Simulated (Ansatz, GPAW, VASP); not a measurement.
# One calculation of KCl, 3 ways

```xyz
2
Lattice="0.0000 3.1465 3.1465 3.1465 0.0000 3.1465 3.1465 3.1465 0.0000" Properties=species:S:1:pos:R:3 pbc="T T T"
K     0.0000    0.0000    0.0000
Cl    3.1465    3.1465    3.1465
```

Alike in all runs: task single point; functional PBEsol; k mesh 7 × 7 × 7; occupations gaussian, width 0.1 eV; no spin polarisation; no spin-orbit coupling. Pressure is positive in compression and, in plane waves, holds the error of the finite cutoff, which Ansatz's Pulay term estimates and takes out.

```csv
program and potentials,plane-wave cutoff (eV),notes,pressure (GPa)
"Ansatz, Ansatz PAW",420,"potentials made for PBE, which Ansatz adapts in part; 8 valence electrons an atom on average",-0.41
"VASP, PBE PAW files Cl, K_pv, 500 eV",500,potentials made for PBE; 7 valence electrons an atom on average,-0.02
"GPAW, PAW data sets generated for this functional",600,8 valence electrons an atom on average,?
```

Estimate from the other rows what the run with GPAW, PAW data sets generated for this functional gave.

Pressure -0.48 GPa. The other rows, which needn't bracket it: pressure -0.41 to -0.02.
